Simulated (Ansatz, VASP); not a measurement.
**Cross-check of AlH3 (Pnnm (measured, COD) AlH3, size series) between VASP and Ansatz**

One calculation is typed for both programs; each brings its own data sets. How far apart do they land? The cell is taken from a series of runs on this material, whose earlier steps may have relaxed, scaled, displaced or heated it; both programs get it as it stands.

Calculated with Ansatz 0.2.0; plane waves, with VASP 6.6.1 beside it; single point at PBEsol.

### 1. The starting structure

The cell holds 192 atoms: 48 Al and 144 H. Cell: a = 10.761 Å, b = 14.711 Å, c = 11.550 Å, α = 90.0°, β = 90.0°, γ = 90.0°. It derives from AlH3 (Pnnm (measured, COD)), repeated 2×2×2. As first built, before any earlier steps moved the atoms (in the runner's words): Pnnm (measured, COD) AlH3 (cell 5.381, 7.356, 5.775, 90, 90, 90), 2 x 2 x 2 conventional cells; ideal positions.

### 2. VASP: single point, PBEsol

A single point gives forces, pressure and levels at one fixed geometry, so differences don't come from the geometry; what else differs is listed under the comparison.

Lines of VASP's logs that name or quote its potential files are left out, and so is its time.

File INCAR:

```
SYSTEM = AlH3
PREC = Accurate
ENCUT = 400
EDIFF = 1E-06
NELM = 120
ISMEAR = -1
SIGMA = 0.025
LREAL = Auto
ALGO = Normal
GGA = PS
NBANDS = 278
LORBIT = 11
LWAVE = .FALSE.
LCHARG = .FALSE.
ISIF = 2
LASPH = .TRUE.
GGA_COMPAT = .FALSE.
EFERMI = MIDGAP
```

File POSCAR:

```
AlH3
1.0
   10.7612000000      0.0000000000      0.0000000000
    0.0000000000     14.7110000000      0.0000000000
    0.0000000000      0.0000000000     11.5502000000
Al H
48 144
Direct
    0.0000000000      0.0000000000      0.2500000000
    0.2500000000      0.2500000000      0.0000000000
    0.3937100000      0.0424300000      0.0000000000
    0.1062900000      0.4575700000      0.0000000000
    0.3562900000      0.2924300000      0.2500000000
    0.1437100000      0.2075700000      0.2500000000
    0.0000000000      0.0000000000      0.7500000000
    0.2500000000      0.2500000000      0.5000000000
    0.3937100000      0.0424300000      0.5000000000
    0.1062900000      0.4575700000      0.5000000000
    0.3562900000      0.2924300000      0.7500000000
    0.1437100000      0.2075700000      0.7500000000
    0.0000000000      0.5000000000      0.2500000000
    0.2500000000      0.7500000000      0.0000000000
    0.3937100000      0.5424300000      0.0000000000
    0.1062900000      0.9575700000      0.0000000000
    0.3562900000      0.7924300000      0.2500000000
    0.1437100000      0.7075700000      0.2500000000
    0.0000000000      0.5000000000      0.7500000000
    0.2500000000      0.7500000000      0.5000000000
    0.3937100000      0.5424300000      0.5000000000
    0.1062900000      0.9575700000      0.5000000000
    0.3562900000      0.7924300000      0.7500000000
    0.1437100000      0.7075700000      0.7500000000
    0.5000000000      0.0000000000      0.2500000000
    0.7500000000      0.2500000000      0.0000000000
    0.8937100000      0.0424300000      0.0000000000
    0.6062900000      0.4575700000      0.0000000000
    0.8562900000      0.2924300000      0.2500000000
    0.6437100000      0.2075700000      0.2500000000
[... 156 atom lines left out ...]
    0.7032000000      0.8151000000      0.7500000000
    0.7968000000      0.6849000000      0.7500000000
    0.8125000000      0.6387500000      0.5000000000
    0.6875000000      0.8612500000      0.5000000000
    0.9375000000      0.8887500000      0.7500000000
    0.5625000000      0.6112500000      0.7500000000
```

File KPOINTS:

```
Automatic mesh
0
Gamma
1 1 1
0 0 0
```

Potentials, in the order of the species: Al and H (PBE family, release 64).

Launch:

```sh
> export OMP_NUM_THREADS=3
> mpirun -np 1 vasp_gam
```

Numbers of over 12 decimals in the logs are rounded to 6 here.

Log:

```text
[banner, memory and clock lines left out]
running    1 mpi-ranks, on    1 nodes
[...]
Offloading initialized ...    1 GPUs detected
[...]
|                                                                             |
|               ----> ADVICE to this user running VASP <----                  |
|                                                                             |
|     You enforced a specific xc type in the INCAR file but a different       |
|     [... a line on the potential file left out ...]
|     I HOPE YOU KNOW WHAT YOU ARE DOING!                                     |
|                                                                             |

 LDA part: xc-table for (Slater+PW92), standard interpolation
 POSCAR, INCAR and KPOINTS ok, starting setup
[...]
entering main loop
       N       E                     dE             d eps       ncg     rms          rms(c)
DAV:   1     0.847791058212E+03    0.84779E+03   -0.98372E+04   556   0.723E+02
DAV:   2    -0.498840599160E+03   -0.13466E+04   -0.11361E+04   840   0.152E+02
DAV:   3    -0.690406133205E+03   -0.19157E+03   -0.18732E+03   664   0.517E+01
DAV:   4    -0.695560859785E+03   -0.51547E+01   -0.51462E+01   688   0.913E+00
[...]
DAV:  13    -0.660528685256E+03    0.43712E-04   -0.22284E-04   624   0.229E-02    0.136E-02
DAV:  14    -0.660528701193E+03   -0.15937E-04   -0.45535E-05   640   0.899E-03    0.869E-03
DAV:  15    -0.660528701814E+03   -0.62104E-06   -0.44783E-06   664   0.317E-03
   1 F= -.66052870E+03 E0= -.66052870E+03  d E =0.000000E+00
```

Parts of OUTCAR (step 2):

```text
  FREE ENERGIE OF THE ION-ELECTRON SYSTEM (eV)
  ---------------------------------------------------
  free  energy   TOTEN  =      -660.5287018138 eV

  energy  without entropy=     -660.5287018138  energy(sigma->0) =     -660.52870181
```

The run ends at a pressure of -1.11 GPa, with forces up to 0.82 eV/Å.

### 3. Ansatz: single point, PBEsol

Ansatz runs on its default PAW (the set named soft_2) files.

The same cell, functional, mesh and smearing now go to Ansatz, which takes its cutoff from its data sets.

File input.yaml:

```yaml
crystal:
  lattice:
    - [10.7612, 0.0, 0.0]
    - [0.0, 14.711, 0.0]
    - [0.0, 0.0, 11.5502]
  atoms:
    - { symbol: Al, position: [0.0, 0.0, 0.25] }
    - { symbol: Al, position: [0.25, 0.25, 0.0] }
    - { symbol: Al, position: [0.39371, 0.04243, 0.0] }
    - { symbol: Al, position: [0.10629, 0.45757, 0.0] }
    - { symbol: Al, position: [0.35629, 0.29243, 0.25] }
    - { symbol: Al, position: [0.14371, 0.20757, 0.25] }
    - { symbol: H, position: [0.0, 0.25, 0.25] }
    - { symbol: H, position: [0.25, 0.0, 0.0] }
    - { symbol: H, position: [0.3811, 0.03885, 0.1544] }
    - { symbol: H, position: [0.1189, 0.46115, 0.1544] }
    - { symbol: H, position: [0.3689, 0.28885, 0.0956] }
    - { symbol: H, position: [0.1311, 0.21115, 0.0956] }
    - { symbol: H, position: [0.1189, 0.46115, 0.3456] }
    - { symbol: H, position: [0.3811, 0.03885, 0.3456] }
    - { symbol: H, position: [0.1311, 0.21115, 0.4044] }
    - { symbol: H, position: [0.3689, 0.28885, 0.4044] }
    - { symbol: H, position: [0.0468, 0.0651, 0.0] }
    - { symbol: H, position: [0.4532, 0.4349, 0.0] }
    - { symbol: H, position: [0.2032, 0.3151, 0.25] }
    - { symbol: H, position: [0.2968, 0.1849, 0.25] }
    - { symbol: H, position: [0.3125, 0.13875, 0.0] }
    - { symbol: H, position: [0.1875, 0.36125, 0.0] }
    - { symbol: H, position: [0.4375, 0.38875, 0.25] }
    - { symbol: H, position: [0.0625, 0.11125, 0.25] }
    - { symbol: Al, position: [0.0, 0.0, 0.75] }
    - { symbol: Al, position: [0.25, 0.25, 0.5] }
    - { symbol: Al, position: [0.39371, 0.04243, 0.5] }
    - { symbol: Al, position: [0.10629, 0.45757, 0.5] }
    - { symbol: Al, position: [0.35629, 0.29243, 0.75] }
    - { symbol: Al, position: [0.14371, 0.20757, 0.75] }
[... 156 atom lines left out ...]
    - { symbol: H, position: [0.7032, 0.8151, 0.75] }
    - { symbol: H, position: [0.7968, 0.6849, 0.75] }
    - { symbol: H, position: [0.8125, 0.63875, 0.5] }
    - { symbol: H, position: [0.6875, 0.86125, 0.5] }
    - { symbol: H, position: [0.9375, 0.88875, 0.75] }
    - { symbol: H, position: [0.5625, 0.61125, 0.75] }
kpoints:
  mp_grid: { grid: [1, 1, 1] }
hamiltonian:
  xc: pbesol
scf:
  occupations: { method: fermi_dirac, width: 0.025 }
output:
  forces: true
```

Launch:

```sh
> ansatz run input.yaml --threads 4 --pin off --max-ram 8192MiB --backend cpu --events-out ev --progress --plain --runs-dir out
```

Log:

```text
Engine: ansatz 0.2.0, x86_64-unknown-linux-gnu
Pseudopotentials: kind: paw
Pseudopotential: Al, paw, valence charge 3, recommended cutoff 420 eV (normal), Al.paw.azcp
Pseudopotential: H, paw, valence charge 1, recommended cutoff 420 eV (normal), H.paw.azcp
Functional definition: PBEsol
  exchange = pbesol_x
  correlation = pbesol_c
Crystal: 192 atoms, lattice volume = 1828.489 Å³
Basis set: ecut = 420 eV, 35725 PW (Γ), exchange–correlation on 144×200×160 points (8 copies of the dense FFT grid, shifted against one another)
Bands: 336, of which v1, the nominal top of the filled ones, is band 144 counted from 1 (143 counted from 0)
Symmetry: 64 space group operations
Space group: Pnnm (ITA 58), of the structure as read, at distance tolerance 1.2e-4 Å
k-points: 1
Non-local potential: Al, projectors of the file, l = 0: 2, l = 1: 2, l = 2: 1
Non-local potential: H, projectors of the file, l = 0: 2, l = 1: 1
PAW form: soft (Blöchl's): semilocal exchange-correlation on the pseudo side does not see the compensation charge
PAW frozen core: Al, regenerated for the run's functional, and the local potential with it (the file was generated under x = pbe(κ = 0.804, μ = 0.219515), c = pbe(β = 0.066725))
PAW one-centre angular grid: Al, 110 points (default); XC on 64 Gauss nodes
PAW one-centre angular grid: H, 110 points (default); XC on 64 Gauss nodes
Initial density: superposition of atomic densities (neutral atoms: chi_scale 0, normalization atom), corrected by the library's trained network
Initial wavefunctions: pseudopotential atomic-orbital guess
Functional: x = pbesol(κ = 0.804, μ = 0.123457), c = pbesol(β = 0.046)
SCF iter   1: F=—  HF=-27421.681101 eV  |F-HF|=—  |Δ(HF+E_count)|=         —  Δρ=7.80e-3  dr2=1.04e0  ethr=1.77e-3  ⟨swp⟩=7.0  Hψ=1685  notcnv=0  defer=79
preconditioner: auto → Resta (q_TF=auto, 2.005 Å⁻¹)  ε∞=2.9  [insulator: Δε(μ)=2.899 eV  Ē_g=10.835 eV  σ=0.025 eV  W_gap=1.00  n_scr=236 (ndim 8)  ℏωp=14.7 eV  f_vac=0.000  D(μ)=0.00/eV (n_scr^D=0)  ε∞_Penn≈2.9]
SCF iter   2: F=—  HF=-27421.388426 eV  |F-HF|=—  |Δ(HF+E_count)|=   2.93e-1  Δρ=3.31e-3  dr2=1.84e-1  ethr=3.59e-4  ⟨swp⟩=2.0  Hψ=390  notcnv=0  defer=131
SCF iter   3: F=—  HF=-27421.338301 eV  |F-HF|=—  |Δ(HF+E_count)|=   5.01e-2  Δρ=4.25e-4  dr2=3.31e-3  ethr=6.38e-5  ⟨swp⟩=2.0  Hψ=278  notcnv=0  defer=16
automatic band count: iteration 3 solves 166 bands in place of 336: the levels show a gap, and the empty bands left out lie too high to hold charge; the band table lists the bands solved (type scf.n_extra_bands for more)
SCF iter   4: F=—  HF=-27421.339847 eV  |F-HF|=—  |Δ(HF+E_count)|=   1.55e-3  Δρ=8.10e-5  dr2=1.39e-4  ethr=1.15e-6  ⟨swp⟩=2.0  Hψ=281  notcnv=0  defer=16
SCF iter   5: F=—  HF=-27421.340032 eV  |F-HF|=—  |Δ(HF+E_count)|=   1.85e-4  Δρ=1.69e-5  dr2=7.08e-6  ethr=4.82e-8  ⟨swp⟩=2.0  Hψ=294  notcnv=0  defer=16
SCF iter   6: F=—  HF=-27421.337440 eV  |F-HF|=—  |Δ(HF+E_count)|=   2.59e-3  Δρ=5.59e-6  dr2=5.19e-7  ethr=2.46e-9  ⟨swp⟩=2.0  Hψ=294  notcnv=0  defer=16
SCF iter   7: F=-27421.337441 eV  HF=-27421.337441 eV  |F-HF|=3.81e-8  |Δ(HF+E_count)|=   2.88e-7  Δρ=1.14e-6  dr2=2.56e-8  ethr=3.47e-11  ⟨swp⟩=4.0  Hψ=602  notcnv=0
SCF 1 converged in 7 iterations: F = -27421.337441 eV  dr2 = 2.56e-8
  greatest PAW one-centre occupation: 0.399 electrons in one spin orbital (limit 2), on the Al atom at site 172 (counted from 0), in its partial waves of l = 0
SCF converged after 7 iterations
Free energy (F): -27421.337441 eV
Harris-Foulkes:  -27421.337441 eV  (|F-HF|=3.81e-8)
Internal energy: -27421.337441 eV  (E = F + TS)
E sigma→0 (E₀):  -27421.337441 eV
Fermi energy:    2.285632 eV
--- Per-component energies (eV) ---
  E_band       = -812.296665
  E_kinetic    = 3121.152092
  E_local      = -2921.467538  (includes V_loc(G=0)·N_el)
  E_nonlocal   = 674.816041
  E_hartree    = 815.482652
  E_xc         = -3161.774798
  E_vxc        = -3056.104783  (∫ρ·V_xc dr)
  E_paw        = -21895.789128  (= ΣΔE_a)
  E_vpaw       = -261.479918  (= ΣTr[D̂ρ^β])
  E_aug_tail   = -0.177954  (compensation charges beyond the density's cutoff)
  E_ewald      = -4054.497481
  E_core_change = 0.918673  (= ΣΔE_core)
  E_smearing   = -0.000000  (= −TS)
  E_closure    = 0.000000  (closes the sum)
  Σ components = -27421.337441   (vs F -27421.337441, Δ=0.00e0)
--- Forces (eV/Å), atoms counted from 1 ---
  atom   1  Al    -0.00000000     0.00000000     0.00000000
  atom   2  Al     0.00000000     0.00000000     0.00000000
  atom   3  Al    -0.53730150    -0.06620249    -0.00000000
  atom   4  Al     0.53730150     0.06620249    -0.00000000
  atom   5  Al     0.53730150    -0.06620249    -0.00000000
  atom   6  Al    -0.53730150     0.06620249    -0.00000000
  atom   7  H      0.00000000    -0.00000000     0.00000000
  atom   8  H     -0.00000000    -0.00000000     0.00000000
  atom   9  H      0.53576797    -0.14211849    -0.23700332
[...]
atom  28  Al     0.53730150     0.06620249    -0.00000000
  atom  29  Al     0.53730150    -0.06620249     0.00000000
  atom  30  Al    -0.53730150     0.06620249    -0.00000000
  atom  31  H     -0.00000000     0.00000000     0.00000000
  atom  32  H     -0.00000000     0.00000000     0.00000000
  atom  33  H      0.53576797    -0.14211849    -0.23700332
  atom  34  H     -0.53576797     0.14211849    -0.23700332
  atom  35  H     -0.53576797    -0.14211849     0.23700332
  atom  36  H      0.53576797     0.14211849     0.23700332
  atom  37  H     -0.53576797     0.14211849     0.23700332
  atom  38  H      0.53576797    -0.14211849     0.23700332
  atom  39  H      0.53576797     0.14211849    -0.23700332
  atom  40  H     -0.53576797    -0.14211849    -0.23700332
  atom  41  H      0.11211273     0.80020761     0.00000000
  atom  42  H     -0.11211273    -0.80020761     0.00000000
[...]
atom 185  H      0.11211273     0.80020761     0.00000000
  atom 186  H     -0.11211273    -0.80020761    -0.00000000
  atom 187  H     -0.11211273     0.80020761    -0.00000000
  atom 188  H      0.11211273    -0.80020761    -0.00000000
  atom 189  H      0.04719416     0.75080238    -0.00000000
  atom 190  H     -0.04719416    -0.75080238     0.00000000
  atom 191  H     -0.04719416     0.75080238    -0.00000000
  atom 192  H      0.04719416    -0.75080238     0.00000000
  max |Σ_I F_I| component: 3.46e-15 eV/Å
```

### 4. Differences

Known differences besides the potentials themselves: the cutoff is 420 eV in Ansatz and 400 eV in VASP (PREC = Accurate, projectors in real space); Ansatz makes its cores anew for this functional, VASP keeps those of its PBE data sets. Total energies have different zeros and are not compared.

Compared:

```tsv
quantity	Ansatz	VASP	difference
gap on the k mesh (eV)	2.903	2.902	+0.001
```

Forces on 7 of the 192 atoms, those with the largest forces and the largest differences (eV/Å; atoms numbered as in POSCAR):

```tsv
atom	Ansatz x, y, z	VASP x, y, z
H59	0.112, 0.800, 0.000	0.115, 0.811, 0.000
H60	-0.112, -0.800, 0.000	-0.115, -0.811, 0.000
H61	-0.112, 0.800, 0.000	-0.115, 0.811, 0.000
H62	0.112, -0.800, 0.000	0.115, -0.811, 0.000
H114	-0.112, -0.800, 0.000	-0.115, -0.811, 0.000
H115	-0.112, 0.800, 0.000	-0.115, 0.811, 0.000
H116	0.112, -0.800, 0.000	0.115, -0.811, 0.000
```

The forces differ by 3.4 meV/Å r.m.s., which is 1.0 % of the r.m.s. force of 0.353 eV/Å (both taken over all components). A gap on the mesh is an upper bound, since the band edges may lie between its points.

### 5. What came out

```yaml
r_m_s_force_difference_single_point_pbesol: 0.96 % of the r.m.s. force
```

**Reading.** The r.m.s. force difference is 0.96 % of the r.m.s. force (single point, PBEsol), within the 3 % picked in this series as the mark of a large difference. Such differences can come from data sets, numerical settings and the points named under the comparisons, not from the functional's error against experiment.

[Lines on the potential files, build, host, timing and source positions are cut from VASP's logs without a mark.]

[Logs are printed without paths, hosts, clocks, repeated set-up lines and the standing remarks that a program may print on its own settings, such as how far it seeks lower states.]

[Hosts, paths, dates, database ids (printed as entryN), source tags and the programs' standing remarks are cut or masked in the printed files.]
